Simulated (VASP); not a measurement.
# W (Im-3m) in VASP: further runs

Runs on W. Level: LDA. Tasks: relaxation of the atoms.

Everything below comes from runs of VASP 6.6.1. Logs are shortened: lines on timing, memory, paths and dates and some standing lists are left out, and cuts for length are marked.

## 1. The structure

The structure is cubic, space group Im-3m (No. 229). Conventional cell: a = 3.141 Å, b = 3.141 Å, c = 3.141 Å, α = 90.00°, β = 90.00°, γ = 90.00°. Around W (site symmetry m-3m) lie 8 W at 2.72 Å.

## 2. Relaxation of the atoms, LDA (a relaxed cell with its volume scaled by 0.94)

INCAR

```
PREC = Accurate ; ENCUT = 600
EDIFF = 1E-7 ; ISMEAR = 1
SIGMA = 0.1 ; LREAL = False
LASPH = True ; NELM = 80
ALGO = Fast ; ISIF = 2
LWAVE = False ; LCHARG = False
GGA = CA ; IBRION = 2
NSW = 40 ; EDIFFG = -0.01
```

KPOINTS

```
regular mesh
0
Gamma
  16 16 16
```

POSCAR

```
W                                       
1.0
   -1.5383792976      1.5383792976      1.5383792976
    1.5383792976     -1.5383792976      1.5383792976
    1.5383792976      1.5383792976     -1.5383792976
  W             
     1
Direct
     0.0000000000000000    0.0000000000000000    0.0000000000000000
```

Potentials or basis: VASP PAW LDA potentials, release 64 (W_sv).

Started as:

```bash
$ cat potpaw_LDA.64/W_sv/POTCAR > POTCAR
$ mpirun -np 1 vasp_std > vasp.out
```

OUTCAR:

```text
PREC = Accurate
   ENCUT = 600
   EDIFF = 1E-7
   ISMEAR = 1
   LREAL = False
   LASPH = True
   NELM = 80
   ISIF = 2
   GGA = CA
   IBRION = 2
   NSW = 40
   EDIFFG = -0.01

 ion  position               nearest neighbor table
   1  0.000  0.000  0.000-

  LATTYP: Found a body centered cubic cell.
 ALAT       =     3.0767585952

  Lattice vectors:

 A1 = (  -1.5383792976,   1.5383792976,   1.5383792976)
 A2 = (   1.5383792976,  -1.5383792976,   1.5383792976)
 A3 = (   1.5383792976,   1.5383792976,  -1.5383792976)

Analysis of symmetry for initial positions (statically):
=====================================================================
 Subroutine PRICEL returns:
 Original cell was already a primitive cell.

 Routine SETGRP: Setting up the symmetry group for a
 body centered cubic supercell.

 Subroutine GETGRP returns: Found 48 space group operations
 (whereof 48 operations were pure point group operations)
 out of a pool of 48 trial point group operations.

The static configuration has the point symmetry O_h .

Analysis of symmetry for dynamics (positions and initial velocities):
=====================================================================
 Subroutine PRICEL returns:
 Original cell was already a primitive cell.

 Routine SETGRP: Setting up the symmetry group for a
 body centered cubic supercell.

 Subroutine GETGRP returns: Found 48 space group operations
 (whereof 48 operations were pure point group operations)
 out of a pool of 48 trial point group operations.

The dynamic configuration has the point symmetry O_h .

 Subroutine INISYM returns: Found 48 space group operations
 (whereof 48 operations are pure point group operations),
 and found     1 'primitive' translations

----------------------------------------------------------------------------------------

                                     Primitive cell

  volume of cell :      14.5630

  direct lattice vectors                    reciprocal lattice vectors
    -1.538379298  1.538379298  1.538379298     0.000000000  0.325017374  0.325017374
     1.538379298 -1.538379298  1.538379298     0.325017374  0.000000000  0.325017374
     1.538379298  1.538379298 -1.538379298     0.325017374  0.325017374  0.000000000

  length of vectors
     2.664551105  2.664551105  2.664551105     0.459643979  0.459643979  0.459643979

  position of ions in fractional coordinates (direct lattice)
     0.000000000  0.000000000  0.000000000

  ion indices of the primitive-cell ions
   primitive index   ion index
                 1           1

----------------------------------------------------------------------------------------

 KPOINTS: regular mesh

Automatic generation of k-mesh.
 Grid dimensions read from file:
 generate k-points for:   16   16   16

 Generating k-lattice:

  Cartesian coordinates                     Fractional coordinates (reciprocal lattice)
     0.000000000  0.020313586  0.020313586     0.062500000  0.000000000  0.000000000
     0.020313586  0.000000000  0.020313586     0.000000000  0.062500000  0.000000000
     0.020313586  0.020313586  0.000000000     0.000000000  0.000000000  0.062500000

  Length of vectors
     0.028727749  0.028727749  0.028727749

  Shift w.r.t. Gamma in fractional coordinates (k-lattice)
     0.000000000  0.000000000  0.000000000

 Subroutine IBZKPT returns following result:
 ===========================================

 Found    145 irreducible k-points:

 Following reciprocal coordinates:
            Coordinates               Weight
  0.000000  0.000000  0.000000      1.000000
  0.062500  0.000000  0.000000     12.000000
  0.125000  0.000000  0.000000     12.000000
  0.187500  0.000000  0.000000     12.000000
  0.250000  0.000000  0.000000     12.000000
  0.312500  0.000000  0.000000     12.000000
[... 16 lines left out ...]
  0.187500  0.187500  0.000000     24.000000
  0.250000  0.187500  0.000000     48.000000
 [... further k-points ...]
   k-points           NKPTS =    145   k-points in BZ     NKDIM =    145   number of bands    NBANDS=     11
   number of dos      NEDOS =    301   number of ions     NIONS =      1
   total plane-waves  NPLWV =  13824
   dimension x,y,z NGX =    24 NGY =   24 NGZ =   24
   dimension x,y,z NGXF=    48 NGYF=   48 NGZF=   48
   ions per type =               1
   NGX,Y,Z   is equivalent  to a cutoff of  14.97, 14.97, 14.97 a.u.
   NGXF,Y,Z  is equivalent  to a cutoff of  29.95, 29.95, 29.95 a.u.
 SYSTEM =  unknown system
   PREC   = accura    normal or accurate (medium, high low for compatibility)
   ISTART =      0    job   : 0-new  1-cont  2-samecut
   ICHARG =      2    charge: 1-file 2-atom 10-const
   ISPIN  =      1    spin polarized calculation?
   LNONCOLLINEAR =      F non collinear calculations
   LSORBIT =      F    spin-orbit coupling
   LASPH  =      T    aspherical Exc in radial PAW
   ENCUT  =  600.0 eV  44.10 Ry    6.64 a.u.   5.32  5.32  5.32*2*pi/ulx,y,z
   NELM   =     80;   NELMIN=  2; NELMDL= -5     # of ELM steps
   EDIFF  = 0.1E-06   stopping-criterion for ELM
   LREAL  =      F    real-space projection
   EDIFFG = -.1E-01   stopping-criterion for IOM
   NSW    =     40    number of steps for IOM
   IBRION =      2    ionic relax: 0-MD 1-quasi-New 2-CG
   NFREE  =      1    steps in history (QN), initial steepest desc. (CG)
   ISIF   =      2    stress and relaxation
   ISYM   =      2    0-nonsym 1-usesym 2-fastsym
   POTIM  = 0.5000    time-step for ionic-motion
   TEBEG  =    0.0;   TEEND  =   0.0 temperature during run
   PSTRESS=    0.0 pullay stress
   NELECT =      14.0000    total number of electrons
   NUPDOWN=      -1.0000    fix difference up-down
   EMIN   =  10.00;   EMAX   =-10.00  energy-range for DOS
   EFERMI =   0.00;   METHOD = LEGACY
   ISMEAR =     1;   SIGMA  =   0.10  broadening in eV -4-tet -1-fermi 0-gaus
   EFERMI_NEDOS =   21; number of points for ismear=-14 and -15
   IALGO  =     68    algorithm
   IMIX   =      4    mixing-type and parameters
     AMIX     =   0.40;   BMIX     =  1.00
     AMIX_MAG =   1.60;   BMIX_MAG =  1.00
  volume/ion in A,a.u.               =      14.56        98.28
  Fermi-wavevector in a.u.,A,eV,Ry     =   1.615725  3.053277 35.518920  2.610567
  Thomas-Fermi vector in A             =   2.710426
   LORBIT       =      0    0 simple, 1 ext, 2 COOP (PROOUT), +10 PAW based schemes
   GGA     = CA    functional components
   LHFCALC =     F    Hartree Fock is set to
   AEXX    =    0.0000 exact exchange contribution
   IVDW    =     0    specifies the selected vdW correction
   LEPSILON=     F    determine dielectric tensor
   LRPA    =     F    only Hartree local field effects (RPA)
 conjugate gradient relaxation of ions
 non-spin polarized calculation
 RMM-DIIS sequential band-by-band and
 Methfessel and Paxton  Order N= 1 SIGMA  =   0.10
  energy-cutoff  :      600.00
  volume of cell :       14.56
 maximum number of plane-waves:       496
 NGX is ok and might be reduce to    24
   NGX = 11   NGY = 11   NGZ = 11

 number of electron      14.0000001 magnetization

 Free energy of the ion-electron system (eV)
  ---------------------------------------------------
  ext. energy  EPLUGINS =         0.00000000
  ---------------------------------------------------
  free energy    TOTEN  =       -14.04335366 eV

  energy without entropy =      -14.04294108  energy(sigma->0) =      -14.04321613

 E-fermi :  12.6165     XC(G=0): -14.3124

 val. band max:       12.5835407514   @ k =  -0.2500   0.2500   0.1250
 cond. band min:      12.6259355622   @ k =  -0.3125   0.3125   0.1875
 fundamental gap:      0.0423948108
 Fermi energy:        12.6164504491

 k-point     1 :       0.0000    0.0000    0.0000
  band No.  band energies     occupation
      1     -61.0627      2.00000
      2     -24.7185      2.00000
      3     -24.7185      2.00000
      4     -24.7185      2.00000
      5       2.6053      2.00000
      6      11.1801      2.00000
      7      11.1801      2.00000
      8      11.1801      2.00000
      9      14.9893      0.00000
     10      14.9893      0.00000
     11      27.3536      0.00000

 k-point     2 :       0.0625    0.0000    0.0000
  band No.  band energies     occupation
      1     -61.0552      2.00000
      2     -24.7909      2.00000
      3     -24.7405      2.00000
      4     -24.7191      2.00000
      5       2.8170      2.00000
      6      11.0494      2.00000
      7      11.1512      2.00000
      8      11.3853      2.00000
      9      14.7748      0.00000
     10      14.9889      0.00000
     11      27.5702      0.00000

 k-point     3 :       0.1250    0.0000    0.0000
  band No.  band energies     occupation
      1     -61.0336      2.00000
      2     -24.9936      2.00000
      3     -24.8028      2.00000
      4     -24.7206      2.00000
      5       3.4162      2.00000
      6      10.6974      2.00000
      7      11.0193      2.00000
      8      11.9923      2.00000
      9      14.3690     -0.00000
     10      15.0024      0.00000
     11      27.9967      0.00000

 k-point     4 :       0.1875    0.0000    0.0000
  band No.  band energies     occupation
      1     -61.0013      2.00000
      2     -25.2879      2.00000
      3     -24.8946      2.00000
      4     -24.7229      2.00000
      5       4.2837      2.00000
      6      10.2170      2.00000
      7      10.7517      2.00000
      8      12.9743     -0.00001
      9      14.1759     -0.00000
     10      15.0625      0.00000
     11      28.3298      0.00000
[... 239 lines left out ...]
 k-point    22 :       0.4375    0.1250    0.0000
  band No.  band energies     occupation
      1     -60.8548      2.00000
      2     -26.3592      2.00000
      3     -25.3606      2.00000
      4     -24.8256      2.00000
      5       6.3536      2.00000
      6       8.7452      2.00000
      7      12.4281      2.02288
      8      14.7300      0.00000
      9      16.5407      0.00000
     10      20.5239      0.00000
     11      24.2034      0.00000

 k-point    23 :       0.1875    0.1875    0.0000
  band No.  band energies     occupation
      1     -60.9156      2.00000
      2     -25.9072      2.00000
      3     -25.1394      2.00000
      4     -24.8468      2.00000
      5       6.5065      2.00000
      6       9.3954      2.00000
      7       9.8662      2.00000
      8      13.9391     -0.00000
      9      15.8983      0.00000
     10      16.7856      0.00000
     11      27.4262      0.00000

 k-point    24 :       0.2500    0.1875    0.0000
  band No.  band energies     occupation
      1     -60.8853      2.00000
      2     -26.0771      2.00000
      3     -25.2844      2.00000
      4     -24.8700      2.00000
      5       6.9792      2.00000
      6       9.1192      2.00000
      7      10.1837      2.00000
      8      14.2509     -0.00000
      9      16.0178      0.00000
     10      18.5706      0.00000
     11      26.1060      0.00000

 [... further k-points ...]

------------------------ aborting loop because EDIFF is reached ----------------------------------------

  FORCE on cell =-STRESS in cart. coord.  units (eV):
  Direction    XX          YY          ZZ          XY          YZ          ZX
  --------------------------------------------------------------------------------------
  -------------------------------------------------------------------------------------
  Total        2.1867931      2.1867931      2.1867931     -0.0000000     -0.0000000      0.0000000
  in kB      240.5847030    240.5847030    240.5847030     -0.0000000     -0.0000000      0.0000000
  external PRESSURE =     240.5847030 kB  Pullay stress =       0.0000000 kB

 VOLUME and BASIS-vectors are now :
 -----------------------------------------------------------------------------
  energy-cutoff  :      600.00
  volume of cell :       14.56
      direct lattice vectors                 reciprocal lattice vectors
    -1.538379298  1.538379298  1.538379298     0.000000000  0.325017374  0.325017374
     1.538379298 -1.538379298  1.538379298     0.325017374  0.000000000  0.325017374
     1.538379298  1.538379298 -1.538379298     0.325017374  0.325017374  0.000000000

 POSITION                                       TOTAL-FORCE (eV/Angst)
 -----------------------------------------------------------------------------------
      0.00000      0.00000      0.00000         0.000000     -0.000000      0.000000
 -----------------------------------------------------------------------------------
    total drift:                                0.000000     -0.000000      0.000000

  FREE ENERGIE OF THE ION-ELECTRON SYSTEM (eV)
  ---------------------------------------------------
  free  energy   TOTEN  =       -14.0433536573 eV

  energy  without entropy=      -14.0429410767  energy(sigma->0) =      -14.04321613

 reached required accuracy - stopping structural energy minimisation
```

Wall time 20 s (1 thread of AMD EPYC 9R14 (Zen 4), shared host); peak memory 0.12 GiB.

Results:

- Free energy: -14.0434 eV
- Pressure after relaxing: 24.1 GPa
- Band gap on the k mesh: none (metal or under the smearing width)

Final structure:
```yaml
crystal:
  lattice:
    - [-1.53838, 1.53838, 1.53838]
    - [1.53838, -1.53838, 1.53838]
    - [1.53838, 1.53838, -1.53838]
  atoms:
    - { symbol: W, position: [0.00000, 0.00000, 0.00000] }
```

Caveat: the relaxation stopped at its first step, so nothing moved.

(Continued in part 2 of 3.)
